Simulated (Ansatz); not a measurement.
# The 2H-MoS2 bilayer (2H stacking) between two gates

How does the 2H-MoS2 bilayer (2H stacking) take up charge from its gate?

Main program and level: Ansatz 0.2.0; plane-wave DFT, PBE-D3(BJ), Ansatz PAW.

## Step 1: Starting point

The cell holds 6 atoms: 4 S and 2 Mo. Cell: a = 3.180 Å, b = 3.180 Å, c = 50.025 Å, α = 90.0°, β = 90.0°, γ = 120.0°. Regions: layer 1: 2H-MoS2, 3 atoms (2 S and 1 Mo); layer 2: 2H-MoS2, 3 atoms (2 S and 1 Mo). Vacuum lies along c.

## Step 2: Relaxing the slab

The starting cell is a guess, so the in-plane lattice and the atoms are relaxed first, with the slab cut off from its images along the normal.

Input file input.yaml:

```yaml
crystal:
  lattice:
    - [3.18, 0.0, 0.0]
    - [-1.59, 2.753960784, 0.0]
    - [0.0, 0.0, 50.0251954735]
  atoms:
    - { symbol: S, position: [0.3333333333, 0.6666666667, 0.4047960195] }
    - { symbol: Mo, position: [0.0, 0.0, 0.4374055646] }
    - { symbol: S, position: [0.3333333333, 0.6666666667, 0.4700151097] }
    - { symbol: S, position: [0.0, 0.0, 0.5299848903] }
    - { symbol: Mo, position: [0.3333333333, 0.6666666667, 0.5625944354] }
    - { symbol: S, position: [0.0, 0.0, 0.5952039805] }
  periodic: [true, true, false]
kpoints:
  mp_grid: { grid: [12, 12, 1] }
hamiltonian:
  xc: pbe
  dispersion: d3bj
scf:
  occupations: { method: fermi_dirac, width: 0.05 }
  convergence: { dr2_threshold: 1.0e-09 }
relax:
  f_tol: 0.004
  max_steps: 90
  cell: {}
output:
  write_potential: true
  write_density: true
  volumetric_format: npy
```

On the command line:

```bash
$ ansatz run input.yaml --threads 4 --pin off --max-ram 16384MiB --backend cpu --events-out ev --progress --plain --runs-dir out
```

Numbers of over 12 decimals in the logs are rounded to 6 here.

What it wrote:

```text
Warning: relax.cell: scf.convergence.dr2_threshold = 1e-9 eV is looser than the 1.57383960415e-10 eV advised for a relaxation that steers and ends on the stress (1e-10 eV for each atom of the cell: 6, times the square of relax.cell.stress_2d_tol = 0.05 N/m over 19.5 Å (the atoms' height at the walk's start and 5 Å past either face), 2.561e-2 GPa, over a crystal's default 0.05). What an SCF threshold leaves in a stress goes as its square root, and in the free energy as the threshold itself, and one threshold admits the most on a small cell: [figures from the program's tests cut] Set scf.convergence.dr2_threshold to 1.57383960415e-10 eV or tighter. [rest of the remark cut]
Engine: ansatz 0.2.0, aarch64-unknown-linux-gnu
Pseudopotentials: kind: paw
Pseudopotential: S, paw, valence charge 6, recommended cutoff 420 eV (normal), S.paw.azcp
Pseudopotential: Mo, paw, valence charge 14, recommended cutoff 420 eV (normal), Mo.paw.azcp
Functional definition: PBE
  parameter kappa = 0.804
  parameter beta = 0.066725
  exchange = pbe_x(kappa = kappa, mu = beta*pi^2/3)
  correlation = pbe_c(beta = beta)
Crystal: 6 atoms, lattice volume = 438.100 Å³
Basis set: ecut = 420 eV, 8603 PW (Γ), exchange–correlation on 48×48×720 points (8 copies of the dense FFT grid, shifted against one another)
Bands: 32, of which v1, the nominal top of the filled ones, is band 26 counted from 1 (25 counted from 0)
Symmetry: 12 space group operations
Space group: P-3m1 (ITA 164), of the structure as read, at distance tolerance 7.6e-5 Å
k-points: 19 of 144
Non-local potential: S, projectors of the file, l = 0: 2, l = 1: 2, l = 2: 2
Non-local potential: Mo, projectors of the file, l = 0: 3, l = 1: 2, l = 2: 2, l = 3: 1
PAW form: soft (Blöchl's): semilocal exchange-correlation on the pseudo side does not see the compensation charge
PAW one-centre angular grid: S, 110 points (default); XC on 64 Gauss nodes
PAW one-centre angular grid: Mo, 590 points (default); XC on 64 Gauss nodes
Initial density: superposition of atomic densities (neutral atoms: chi_scale 0, normalization atom), corrected by the library's trained network
Initial wavefunctions: pseudopotential atomic-orbital guess
Functional: x = pbe(κ = 0.804, μ = 0.219515), c = pbe(β = 0.066725)
SCF iter   1: F=—  HF=-13527.582014 eV  |F-HF|=—  |Δ(HF+E_count)|=         —  Δρ=2.92e-3  dr2=1.07e-1  ethr=1.77e-3  ⟨swp⟩=15.5  Hψ=4788  notcnv=0
preconditioner: auto → Resta (q_TF=auto, 1.913 Å⁻¹)  ε∞=3.0  [insulator: Δε(μ)=1.252 eV  Ē_g=7.455 eV  σ=0.050 eV  W_gap=1.00  n_scr=30 (ndim 8)  ℏωp=10.6 eV  f_vac=0.734  D(μ)=0.00/eV (n_scr^D=0)  ε∞_Penn≈3.0  vacuum switching on, ρ_ref=4.0e-3 e/Å³]
SCF iter   2: F=—  HF=-13527.599014 eV  |F-HF|=—  |Δ(HF+E_count)|=   1.70e-2  Δρ=2.50e-3  dr2=1.76e-1  ethr=2.07e-4  ⟨swp⟩=4.4  Hψ=1394  notcnv=0  defer=3
SCF iter   3: F=—  HF=-13527.585051 eV  |F-HF|=—  |Δ(HF+E_count)|=   1.40e-2  Δρ=1.40e-3  dr2=2.22e-3  ethr=2.07e-4  ⟨swp⟩=2.8  Hψ=987  notcnv=0  defer=3
SCF iter   4: F=—  HF=-13527.590393 eV  |F-HF|=—  |Δ(HF+E_count)|=   5.34e-3  Δρ=4.81e-4  dr2=2.82e-3  ethr=4.27e-6  ⟨swp⟩=3.2  Hψ=1427  notcnv=0  defer=3
SCF iter   5: F=—  HF=-13527.590050 eV  |F-HF|=—  |Δ(HF+E_count)|=   3.43e-4  Δρ=1.30e-4  dr2=2.30e-4  ethr=4.27e-6  ⟨swp⟩=2.9  Hψ=979  notcnv=0  defer=3
SCF iter   6: F=—  HF=-13527.590043 eV  |F-HF|=—  |Δ(HF+E_count)|=   7.00e-6  Δρ=5.43e-5  dr2=1.78e-5  ethr=4.43e-7  ⟨swp⟩=3.3  Hψ=1286  notcnv=0  defer=3
SCF iter   7: F=—  HF=-13527.590049 eV  |F-HF|=—  |Δ(HF+E_count)|=   6.46e-6  Δρ=1.57e-5  dr2=3.39e-6  ethr=3.42e-8  ⟨swp⟩=3.2  Hψ=1357  notcnv=0  defer=3
SCF iter   8: F=—  HF=-13527.589912 eV  |F-HF|=—  |Δ(HF+E_count)|=   1.38e-4  Δρ=7.30e-6  dr2=6.55e-7  ethr=6.51e-9  ⟨swp⟩=2.6  Hψ=1178  notcnv=0  defer=3
SCF iter   9: F=—  HF=-13527.589912 eV  |F-HF|=—  |Δ(HF+E_count)|=   7.61e-8  Δρ=1.65e-6  dr2=3.06e-8  ethr=1.26e-9  ⟨swp⟩=2.9  Hψ=1232  notcnv=0  defer=3
SCF iter  10: F=-13527.589912 eV  HF=-13527.589912 eV  |F-HF|=5.82e-11  |Δ(HF+E_count)|=   2.62e-9  Δρ=2.96e-7  dr2=5.99e-10  ethr=1.92e-12  ⟨swp⟩=11.7  Hψ=6134  notcnv=0
SCF 1 converged in 10 iterations: F = -13527.589912 eV  dr2 = 5.99e-10
  greatest PAW one-centre occupation: 0.998 electrons in one spin orbital (limit 2), on the Mo atom at site 4 (counted from 0), in its partial waves of l = 0
relax step   1: F+E_penalty+E_count = -13527.58991170 eV  Δ(F+E_penalty+E_count) = +0.000e0 eV  max|allowed force component| = 1.253e0 eV/Å  Δτ_max = 0.0000 Å  P = -7.663 N/m  Ω = 438.100 Å³  fix = [c, alpha, beta]  reactions: c +0.000 N/m  (10 SCF iters, accepted)
Crystal: 6 atoms, lattice volume = 436.776 Å³
Basis set: ecut = 420 eV, 8567 PW (Γ), exchange–correlation on 48×48×720 points (8 copies of the dense FFT grid, shifted against one another)
Initial density: handed on by an earlier stage of this run
Initial wavefunctions: those handed on with the density
iter 1 solved again at ethr=3.47e-4 eV; its pass at ethr=3.10e-3 eV (dr2=1.80e-1 eV) is discarded
SCF iter   1: F=—  HF=-13527.765705 eV  |F-HF|=—  |Δ(HF+E_count)|=         —  Δρ=6.95e-3  dr2=2.06e-1  ethr=3.47e-4  ⟨swp⟩=2.7  Hψ=5201  notcnv=0
eigensolver tolerance schedule calibrated: the retry pair's looser diagonalisation under-reported the residual by θ = 0.13 (0.13/decade); ethr = c·dr2/N_el runs at the constant in force after the calibration composes with the one it found (an armed cap, an earlier calibration), c = 5.7e-2
preconditioner: auto → Resta (q_TF=auto, 1.914 Å⁻¹)  ε∞=2.9  [insulator: Δε(μ)=0.909 eV  Ē_g=7.828 eV  σ=0.050 eV  W_gap=1.00  n_scr=30 (ndim 8)  ℏωp=10.7 eV  f_vac=0.744  D(μ)=0.00/eV (n_scr^D=0)  ε∞_Penn≈2.9  vacuum switching on, ρ_ref=4.4e-3 e/Å³]
SCF iter   2: F=—  HF=-13527.740617 eV  |F-HF|=—  |Δ(HF+E_count)|=   2.51e-2  Δρ=3.78e-3  dr2=9.67e-2  ethr=2.26e-4  ⟨swp⟩=4.2  Hψ=1373  notcnv=0  defer=5
SCF iter   3: F=—  HF=-13527.731289 eV  |F-HF|=—  |Δ(HF+E_count)|=   9.33e-3  Δρ=2.48e-3  dr2=3.77e-2  ethr=1.06e-4  ⟨swp⟩=3.8  Hψ=1357  notcnv=0  defer=4
SCF iter   4: F=—  HF=-13527.727492 eV  |F-HF|=—  |Δ(HF+E_count)|=   3.80e-3  Δρ=7.21e-4  dr2=3.81e-3  ethr=4.14e-5  ⟨swp⟩=2.8  Hψ=1189  notcnv=0  defer=4
SCF iter   5: F=—  HF=-13527.727184 eV  |F-HF|=—  |Δ(HF+E_count)|=   3.08e-4  Δρ=2.90e-4  dr2=4.57e-4  ethr=4.18e-6  ⟨swp⟩=3.5  Hψ=1318  notcnv=0
SCF iter   6: F=—  HF=-13527.727180 eV  |F-HF|=—  |Δ(HF+E_count)|=   4.11e-6  Δρ=9.08e-5  dr2=3.62e-5  ethr=5.00e-7  ⟨swp⟩=3.3  Hψ=1281  notcnv=0
SCF iter   7: F=—  HF=-13527.727320 eV  |F-HF|=—  |Δ(HF+E_count)|=   1.40e-4  Δρ=1.83e-5  dr2=2.64e-6  ethr=3.96e-8  ⟨swp⟩=3.7  Hψ=1437  notcnv=0
[...]
SCF iter   4: F=—  HF=-13527.781475 eV  |F-HF|=—  |Δ(HF+E_count)|=   1.03e-2  Δρ=7.93e-4  dr2=4.05e-3  ethr=2.21e-4  ⟨swp⟩=3.4  Hψ=1031  notcnv=0  defer=4
SCF iter   5: F=—  HF=-13527.780913 eV  |F-HF|=—  |Δ(HF+E_count)|=   5.62e-4  Δρ=4.84e-4  dr2=1.58e-3  ethr=7.79e-6  ⟨swp⟩=3.9  Hψ=1380  notcnv=0  defer=3
SCF iter   6: F=—  HF=-13527.780813 eV  |F-HF|=—  |Δ(HF+E_count)|=   9.99e-5  Δρ=1.34e-4  dr2=1.06e-4  ethr=3.04e-6  ⟨swp⟩=2.9  Hψ=1107  notcnv=0  defer=2
SCF iter   7: F=—  HF=-13527.780813 eV  |F-HF|=—  |Δ(HF+E_count)|=   5.37e-7  Δρ=6.83e-5  dr2=2.31e-5  ethr=2.03e-7  ⟨swp⟩=3.7  Hψ=1517  notcnv=0  defer=2
SCF iter   8: F=—  HF=-13527.780755 eV  |F-HF|=—  |Δ(HF+E_count)|=   5.76e-5  Δρ=1.06e-5  dr2=6.37e-7  ethr=4.44e-8  ⟨swp⟩=3.5  Hψ=1375  notcnv=0  defer=2
SCF iter   9: F=—  HF=-13527.780624 eV  |F-HF|=—  |Δ(HF+E_count)|=   1.31e-4  Δρ=2.70e-6  dr2=4.76e-8  ethr=1.23e-9  ⟨swp⟩=3.9  Hψ=1515  notcnv=0  defer=2
SCF iter  10: F=—  HF=-13527.780624 eV  |F-HF|=—  |Δ(HF+E_count)|=   2.86e-9  Δρ=8.16e-7  dr2=4.05e-9  ethr=9.16e-11  ⟨swp⟩=3.7  Hψ=1491  notcnv=0  defer=2
SCF iter  11: F=-13527.780624 eV  HF=-13527.780624 eV  |F-HF|=1.46e-11  |Δ(HF+E_count)|=  6.38e-10  Δρ=1.03e-7  dr2=5.28e-11  ethr=1.92e-12  ⟨swp⟩=12.6  Hψ=5296  notcnv=0
SCF 3 converged in 11 iterations: F = -13527.780624 eV  dr2 = 5.28e-11
relax step   3: F+E_penalty+E_count = -13527.78062410 eV  Δ(F+E_penalty+E_count) = -5.343e-2 eV  max|allowed force component| = 2.168e-1 eV/Å  Δτ_max = 0.1802 Å  P = +0.284 N/m  Ω = 429.074 Å³  energy of the carried Pulay correction = +2.317e-4 eV  fix = [c, alpha, beta]  reactions: c +0.000 N/m  (11 SCF iters, accepted)
[...]
relax step   4: F+E_penalty+E_count = -13527.79855528 eV  Δ(F+E_penalty+E_count) = -1.793e-2 eV  max|allowed force component| = 3.001e-2 eV/Å  Δτ_max = 0.1464 Å  P = -0.105 N/m  Ω = 430.210 Å³  energy of the carried Pulay correction = +2.023e-4 eV  fix = [c, alpha, beta]  reactions: c -0.000 N/m  (11 SCF iters, accepted)
[...]
relax step   5: F+E_penalty+E_count = -13527.79977478 eV  Δ(F+E_penalty+E_count) = -1.219e-3 eV  max|allowed force component| = 5.762e-3 eV/Å  Δτ_max = 0.0306 Å  P = +0.011 N/m  Ω = 430.291 Å³  energy of the carried Pulay correction = +2.002e-4 eV  fix = [c, alpha, beta]  reactions: c +0.000 N/m  (10 SCF iters, accepted)
[...]
relax step   6: F+E_penalty+E_count = -13527.79981017 eV  Δ(F+E_penalty+E_count) = -3.539e-5 eV  max|allowed force component| = 6.494e-4 eV/Å  Δτ_max = 0.0055 Å  P = -0.011 N/m  Ω = 430.358 Å³  energy of the carried Pulay correction = +1.985e-4 eV  fix = [c, alpha, beta]  reactions: c -0.000 N/m  (9 SCF iters, accepted)
Initial wavefunctions: pseudopotential atomic-orbital guess (no wavefunctions were taken with the density)
iter 1 solved again at ethr=7.70e-8 eV; its pass at ethr=3.10e-3 eV (dr2=4.00e-5 eV) is discarded
SCF iter   1: F=—  HF=-13527.799735 eV  |F-HF|=—  |Δ(HF+E_count)|=         —  Δρ=1.26e-5  dr2=1.05e-7  ethr=7.70e-8  ⟨swp⟩=6.6  Hψ=8041  notcnv=0
preconditioner: auto → Resta (q_TF=auto, 1.918 Å⁻¹)  ε∞=2.9  [insulator: Δε(μ)=1.211 eV  Ē_g=7.792 eV  σ=0.050 eV  W_gap=1.00  n_scr=30 (ndim 8)  ℏωp=10.7 eV  f_vac=0.741  D(μ)=0.00/eV (n_scr^D=0)  ε∞_Penn≈2.9  vacuum switching on, ρ_ref=4.4e-3 e/Å³]
SCF iter   2: F=—  HF=-13527.799599 eV  |F-HF|=—  |Δ(HF+E_count)|=   1.35e-4  Δρ=6.01e-6  dr2=2.54e-8  ethr=2.01e-10  ⟨swp⟩=4.3  Hψ=1941  notcnv=0
SCF iter   3: F=—  HF=-13527.799599 eV  |F-HF|=—  |Δ(HF+E_count)|=   1.93e-8  Δρ=1.99e-6  dr2=2.77e-8  ethr=4.88e-11  ⟨swp⟩=2.9  Hψ=1277  notcnv=0
SCF iter   4: F=—  HF=-13527.799599 eV  |F-HF|=—  |Δ(HF+E_count)|=   1.31e-9  Δρ=7.02e-7  dr2=2.46e-9  ethr=4.88e-11  ⟨swp⟩=2.7  Hψ=959  notcnv=0
SCF iter   5: F=-13527.799599 eV  HF=-13527.799599 eV  |F-HF|=9.82e-11  |Δ(HF+E_count)|=  8.00e-11  Δρ=2.29e-7  dr2=2.37e-10  ethr=1.92e-12  ⟨swp⟩=14.9  Hψ=5370  notcnv=0
SCF 7 converged in 5 iterations: F = -13527.799599 eV  dr2 = 2.37e-10
relax step   7: F+E_penalty+E_count = -13527.79959944 eV  Δ(F+E_penalty+E_count) = +2.107e-4 eV  max|allowed force component| = 6.425e-4 eV/Å  Δτ_max = 0.0000 Å  P = -0.009 N/m  Ω = 430.358 Å³  fix = [c, alpha, beta]  reactions: c -0.000 N/m  stress off target by 8.77e-3 N/m on what of the cell is left free  SCF on the basis re-selected at this cell (its energy is not comparable with the rows above)  (5 SCF iters)
basis re-selected at this cell: Δ(F+E_penalty+E_count) = +2.107e-4 eV, ΔP = +0.002 N/m vs the last step (what re-selecting the basis moved, of the pressure what is left beyond the Pulay correction that the steps carried, after the strain that the cell walked since its last selection, with what the two solves' SCF thresholds leave and, on support functions, any second-order correction that the steps lacked; it is no m [...]
SCF converged after 5 iterations
Free energy (F): -13527.799599 eV
Harris-Foulkes:  -13527.799599 eV  (|F-HF|=9.82e-11)
Internal energy: -13527.799599 eV  (E = F + TS)
E sigma→0 (E₀):  -13527.799599 eV
Entropy (-TS):   -0.000000 eV (-0.000 meV/atom)
Fermi energy:    -4.866125 eV
--- Per-component energies (eV) ---
  E_band       = -1152.435241
  E_kinetic    = 1313.414330
  E_local      = -252719.232677  (includes V_loc(G=0)·N_el)
  E_nonlocal   = 398.408875
  E_hartree    = 125486.241214
  E_xc         = -757.544910
  E_vxc        = -810.724255  (∫ρ·V_xc dr)
  E_paw        = -8803.142501  (= ΣΔE_a)
  E_vpaw       = -306.785230  (= ΣTr[D̂ρ^β])
  E_aug_tail   = 0.000080  (compensation charges beyond the density's cutoff)
  E_ewald      = 121556.307998
  E_disp       = -2.252008  (pairwise vdW)
  E_smearing   = -0.000000  (= −TS)
  E_closure    = -0.000000  (closes the sum)
  Σ components = -13527.799599   (vs F -13527.799599, Δ=0.00e0)
--- Forces (eV/Å), atoms counted from 1 ---
  atom   1  S      0.00000000    -0.00000000     0.00007622
  atom   2  Mo    -0.00000000    -0.00000000     0.00064254
  atom   3  S     -0.00000000    -0.00000000    -0.00013649
  atom   4  S      0.00000000     0.00000000     0.00013649
  atom   5  Mo     0.00000000     0.00000000    -0.00064254
  atom   6  S      0.00000000     0.00000000    -0.00007622
  max |Σ_I F_I| component: 9.25e-18 eV/Å
--- 2D stress c σ (N/m, compression-positive) ---
       -0.008770       0.000000       0.000000
        0.000000      -0.008770      -0.000000
        0.000000      -0.000000      -0.000000
  P = ½ c Tr σ = -0.0088 N/m
--- Band table (eV; the first three rows and the last of 19) ---
  k-point 0: bands = [... 22 lower, -7.3622, -7.2075, -6.1876, -5.4246, -3.1043, -3.1043, -3.0807, -3.0807, ... 2 higher]
  k-point 1: bands = [... 22 lower, -7.2349, -6.8492, -6.2020, -5.5768, -3.2223, -3.2083, -3.1302, -3.0772, ... 2 higher]
  k-point 2: bands = [... 22 lower, -7.2089, -6.7955, -6.3404, -6.0678, -3.6765, -3.4503, -3.3217, -3.3089, ... 2 higher]
  k-point 18: bands = [... 22 lower, -8.0704, -8.0704, -5.9822, -5.8824, -4.1397, -4.1397, -3.2104, -2.6210, ... 2 higher]
  the weakly bound empty levels are not read free of the cell's end (no_gap_told)
--- Relaxed structure (6 steps of the walk, 6 accepted, 1 SCFs on fresh bases) ---
  F+E_penalty+E_count = -13527.79959944 eV   max|allowed force component| = 6.425e-4 eV/Å   (the final SCF, on the basis selected at the relaxed cell)
  cell:  # Å, volume = 430.3579 Å³
    - [3.151775, 0.0, 0]
    - [-1.575887, 2.729517, 0]
    - [0, 0, 50.0251954735]
  atoms:
    - { symbol: S, position: [0.333333, 0.666667, 0.408098] }
    - { symbol: Mo, position: [9.251858539620023e-18, -5.088522196306341e-17, 0.439434] }
    - { symbol: S, position: [0.333333, 0.666667, 0.470739] }
    - { symbol: S, position: [9.251858539620014e-18, -5.088522196306343e-17, 0.529261] }
    - { symbol: Mo, position: [0.333333, 0.666667, 0.560566] }
    - { symbol: S, position: [9.251858539620008e-18, -5.088522196306343e-17, 0.591902] }
```

The job ended after 44 s (4 threads of Arm Neoverse V1, shared host; peak memory 0.94 GiB).

Step by step:

```tsv
step	energy less that of the first step (eV)	largest force component (eV/Å)	volume (Å³)
1	0.0000	1.2534	438.10
2	-0.1373	0.8118	436.78
3	-0.1907	0.2168	429.07
4	-0.2086	0.0300	430.21
5	-0.2099	0.0058	430.29
6	-0.2099	0.0006	430.36
7*	-0.2097	0.0006	430.36
```

Relaxation steps marked * repeat the geometry before them on a plane-wave basis chosen anew for their cell, so energy and pressure can jump there.

Forces are held to the 12 operations that the run works with; a distortion that breaks them can't arise in this run.

```tsv
cell as run	before	after	change
a (Å)	3.180	3.152	-0.9 %
b (Å)	3.180	3.152	-0.9 %
```

The atoms that moved most (Å, along periodic axes as changes of fractional coordinates times the final cell, across vacuum about the mean position):

```tsv
atom	dx	dy	dz	length
S1	0.000	0.000	0.165	0.165
S6	0.000	0.000	-0.165	0.165
Mo2	0.000	0.000	0.101	0.101
Mo5	0.000	0.000	-0.101	0.101
S4	0.000	0.000	-0.036	0.036
S3	0.000	0.000	0.036	0.036
```

The relaxed structure:

```xyz
6
Lattice="3.1518 0.0000 0.0000 -1.5759 2.7295 0.0000 0.0000 0.0000 50.0252" Properties=species:S:1:pos:R:3
S     0.0000    1.8197   20.4152
Mo    0.0000    0.0000   21.9828
S     0.0000    1.8197   23.5488
S     0.0000    0.0000   26.4764
Mo    0.0000    1.8197   28.0424
S     0.0000    0.0000   29.6100
```

The lattice constant a goes from 3.180 to 3.152 Å.

[end of part 1 of 4]

[Logs are printed without paths, hosts, clocks, repeated set-up lines and the standing remarks that a program may print on its own settings, such as how far it seeks lower states.]

[Hosts, paths, dates, database ids (printed as entryN), source tags and the programs' standing remarks are cut or masked in the printed files.]

[Maps of the electrostatic potential energy from Ansatz leave out the sawtooth potential of an applied field or a dipole correction, so their vacuum need not be flat; planar profiles and work functions include it.]
